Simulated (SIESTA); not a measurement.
# Zn in SIESTA: convergence with basis size

Input of the first run (basis size SZ); the others differ in this setting and in those tied to it:

The input Zn.fdf:

```
SystemName                      Zn
SystemLabel                     Zn
NumberOfSpecies                 1
NumberOfAtoms                   1
%block ChemicalSpeciesLabel
  1  30 Zn
%endblock ChemicalSpeciesLabel

LatticeConstant                 1.0 Ang
%block LatticeVectors
    -1.5271390000     1.5617310000     1.5269050000
     1.4864710000    -1.6587790000     1.5832850000
     1.5658470000     1.6974880000    -1.6239530000
%endblock LatticeVectors
AtomicCoordinatesFormat         Fractional
%block AtomicCoordinatesAndAtomicSpecies
     0.0197600000    -0.0046890000     0.0109340000  1  Zn
%endblock AtomicCoordinatesAndAtomicSpecies

%block kgrid.MonkhorstPack
    9   0   0  0.0
    0   9   0  0.0
    0   0   9  0.0
%endblock kgrid.MonkhorstPack
XC.Functional                   GGA
XC.Authors                      PBEsol
PAO.BasisSize                   SZ
PAO.EnergyShift                 0.003 Ry
Mesh.Cutoff                     800 Ry
OccupationFunction              FD
ElectronicTemperature           0.05 eV
MaxSCFIterations                120
SCF.MustConverge                false
SCF.Mixer.Method                Pulay
SCF.Mixer.Weight                0.25
SCF.Mixer.History               8
SCF.DM.Tolerance                5.0e-05
SCF.H.Tolerance                 1.0e-03 eV
WriteForces                     true
Charge.Mulliken                 end
```

Potentials or basis: PseudoDojo 0.4 standard (PBEsol files), SZ (energy shift 0.003 Ry).

The run is started by

```console
$ siesta Zn.fdf > Zn.out 2>&1
```

The cell isn't the ideal one: cell strained at random at fixed volume.

This isn't the form of Zn at room conditions, which is hcp.

Hardware: 1 thread of Intel(R) Xeon(R) 6975P-C (Granite Rapids), on a shared host.

| basis size | energy less the tightest run, at zero smearing (meV/atom) | pressure (GPa) | SCF cycles | CPU time (s) | peak memory (GiB) |
| --- | --- | --- | --- | --- | --- |
| SZ | 12516.60 | 77.29 | 3 | 2.1 | 0.17 |
| SZP | 1027.95 | -21.75 | 8 | 4.4 | 0.19 |
| DZ | 2233.38 | 2.14 | 9 | 4.3 | 0.18 |
| DZP | 97.57 | -8.96 | 9 | 6.6 | 0.19 |
| DZDP | 55.77 | -8.70 | 8 | 8.1 | 0.2 |
| TZP | 50.25 | -9.08 | 9 | 8.6 | 0.2 |
| TZDP | 15.21 | -9.37 | 8 | 10 | 0.2 |
| TZTP | 0.00 | -9.09 | 8 | 14 | 0.21 |

Not settled before the last step: the energy (to 1 meV/atom), the pressure (to 0.1 GPa). The tightest run that finished is the yardstick and may itself not be fully converged.

Caveat, for the tightest run too: short orbitals over semicore shells can move pressures by several GPa; the basis of atomic orbitals isn't converged, which shifts pressures, moduli and gaps.
